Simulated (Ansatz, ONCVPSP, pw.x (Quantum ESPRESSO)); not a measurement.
**pw.x on bcc Si: one setting changed**

Potential: optimised norm-conserving Vanderbilt (ONCV), ONCVPSP 4.0.1.1 (patched build), LDA (Perdew-Wang 92); core [Ne], reference 3s2 3p2; waves: 3s: rc 1.85 bohr, ncon 4, nbas 9, qcut 3.3 1/bohr, 1 projector; 3p: rc 1.90 bohr, ncon 4, nbas 8, qcut 4.5 1/bohr, 2 projectors, debl 3.8 Ha; d scattering state at 0.11 Ha: rc 1.50 bohr, ncon 4, nbas 8, qcut 6.4 1/bohr, 2 projectors, debl 0.3 Ha; local part: polynomial inside 1.10 bohr (lpopt 5, dvloc0 0 Ha); core correction: none.

The reference run (k-mesh 15³, cutoffs 145/580 Ry, Fermi–Dirac 0.01 Ry, mixing_beta 0.4, conv_thr 1e-9, no spin) gives -0.89 GPa at 14.087 Å³/atom, where all-electron LAPW gives 0.22 GPa. This run, with its own iteration cap, changes smearing to mv.

```
&control
  calculation='scf', prefix='x', pseudo_dir='./', outdir='./tmp', tstress=.true., disk_io='none'
/
&system
  ibrav=0, nat=1, ntyp=1, ecutwfc=145, ecutrho=580, nbnd=9,
  occupations='smearing', smearing='mv', degauss=0.01
/
&electrons
  conv_thr=1e-09, mixing_beta=0.4, electron_maxstep=70
/
ATOMIC_SPECIES
Si 1.0 Si.UPF
CELL_PARAMETERS angstrom
  -1.52143303 1.52143303 1.52143303
  1.52143303 -1.52143303 1.52143303
  1.52143303 1.52143303 -1.52143303
ATOMIC_POSITIONS crystal
Si 0.0000 0.0000 0.0000
K_POINTS automatic
15 15 15 0 0 0
```

```bash
pw.x < Si.scf.in > Si.scf.out
```

Problem. How does the run end?

Solution. It converges in 5 iterations; the free energy moves by +12.1 meV/atom and the pressure by -0.14 GPa. This scheme is built to cancel the term in the square of the width that Fermi–Dirac smearing leaves in the F of a metal.

```
Message from routine setup:
     using ibrav=0 with symmetry is DISCOURAGED, use correct ibrav instead
     lattice parameter (alat)  =       4.9798  a.u.
     unit-cell volume          =      95.0638 (a.u.)^3
     number of electrons       =         4.00
     number of Kohn-Sham states=            9
     kinetic-energy cutoff     =     145.0000  Ry
     charge density cutoff     =     580.0000  Ry
     scf convergence threshold =      1.0E-09
     Exchange-correlation= SLA  PW   NOGX NOGC
     number of k points=   120  Marzari-Vanderbilt smearing, width (Ry)=  0.0100
     iteration #  1     ecut=   145.00 Ry     beta= 0.40
     total energy              =      -7.91403897 Ry
     estimated scf accuracy    <       0.00339728 Ry
     iteration #  2     ecut=   145.00 Ry     beta= 0.40
     total energy              =      -7.91378341 Ry
     estimated scf accuracy    <       0.00103060 Ry
     iteration #  3     ecut=   145.00 Ry     beta= 0.40
     total energy              =      -7.91382589 Ry
     estimated scf accuracy    <       0.00000487 Ry
     iteration #  4     ecut=   145.00 Ry     beta= 0.40
     total energy              =      -7.91382642 Ry
     estimated scf accuracy    <       0.00000011 Ry
     iteration #  5     ecut=   145.00 Ry     beta= 0.40
     the Fermi energy is    10.7063 ev
!    total energy              =      -7.91382644 Ry
     estimated scf accuracy    <          1.9E-10 Ry
     smearing contrib. (-TS)   =       0.00001353 Ry
     The total energy is F=E-TS. E is the sum of the following terms:
     one-electron contribution =       4.64175367 Ry
     hartree contribution      =       0.02771549 Ry
     xc contribution           =      -2.45706963 Ry
     ewald contribution        =     -10.12623951 Ry
     convergence has been achieved in   5 iterations
          total   stress  (Ry/bohr**3)                   (kbar)     P=      -10.35
     Message from routine punch:
     Nothing written, as per user request (disk_io='none')
```

The run took about 52 s on one core of a shared host (Neoverse-N1, 64 threads, 124 GiB, load 60).
